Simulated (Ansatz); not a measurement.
HgSe: pressure against volume

A database entry relaxed whole under r2SCAN (F-43m):

```
Hg Se
1.0
     0.00000    3.09119    3.09119
     3.09119    0.00000    3.09119
     3.09119    3.09119    0.00000
Hg Se
1 1
Cartesian
  0.0000 0.0000 0.0000
  1.5456 1.5456 1.5456
```

The cell was scaled uniformly, its shape held, and the atoms relaxed at each volume with plane-wave PAW DFT (Ansatz 0.2.0; r2SCAN, 500 eV, 9×9×9 Γ-centred mesh, fermi-dirac occupations of width 0.100 eV; no spin, no spin-orbit coupling). One row is withheld.

```csv
volume (Å³/atom),energy over the lowest (meV/atom),pressure (GPa)
27.765,18.9,3.63
28.356,8.1,2.28
28.947,2.0,1.08
29.538,0.0,0.01
30.128,1.7,-0.93
30.719,?,?
31.310,14.7,-2.51
```

**Question.** Fit the pressures of the other rows to the third-order Birch-Murnaghan form.

**Answer.** With f = [(V₀/V)^(2/3) − 1]/2 and P = 3B₀f(1 + 2f)^(5/2)[1 + 3(B₀′ − 4)f/2], least squares gives V₀ = 29.55 Å³ an atom, B₀ = 50 GPa and B₀′ = 5.0; the rows miss the fit by less than 0.01 GPa. The slope of the energies differs from these pressures by less than 0.05 GPa.

**Question.** What does the withheld row hold?

**Answer.** The fit gives -1.77 GPa at 30.719 Å³; the run gave -1.77 GPa and 6.8 meV an atom.

Caveats: the shape of the cell was held; 0 K, fixed nuclei; the symmetry was kept, and this need not be the phase that is stable at 0 K; one mesh for all volumes; the relaxed cell lies far from the entry, by an error of the functional or of the entry; pressure is positive in compression.
